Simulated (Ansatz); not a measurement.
Cubic perovskite BaSnO3, treated with LDA (plane waves, PAW; Ansatz, a first-principles code).

Run with plane-wave cutoff 520 eV, 6×6×6 k mesh, scalar-relativistic PAW data made under PBE.

The cell has the measured lattice: a = 4.116 Å, b = 4.116 Å, c = 4.116 Å, α = 90.00°, β = 90.00°, γ = 90.00°.

Predict the Voigt–Reuss–Hill bulk modulus, polycrystal shear modulus (Hill average), Young modulus, elastic constant C44, elastic constant C11 and elastic constant C12.


* **Voigt–Reuss–Hill bulk modulus**: 147 GPa
* **polycrystal shear modulus (Hill average)**: 96.6 GPa
* **Young modulus**: 238 GPa
* **elastic constant C44**: 95.6 GPa
* **elastic constant C11**: 278 GPa
* **elastic constant C12**: 81.7 GPa

Note: the cell isn't this level's own, so it is under some stress, which shifts stiffness and frequencies.

Elastic constants are with the ions relaxed.

Spin–orbit coupling is not included.

Computed values are for the static lattice.

It cost very roughly 50 core-seconds of CPU time.
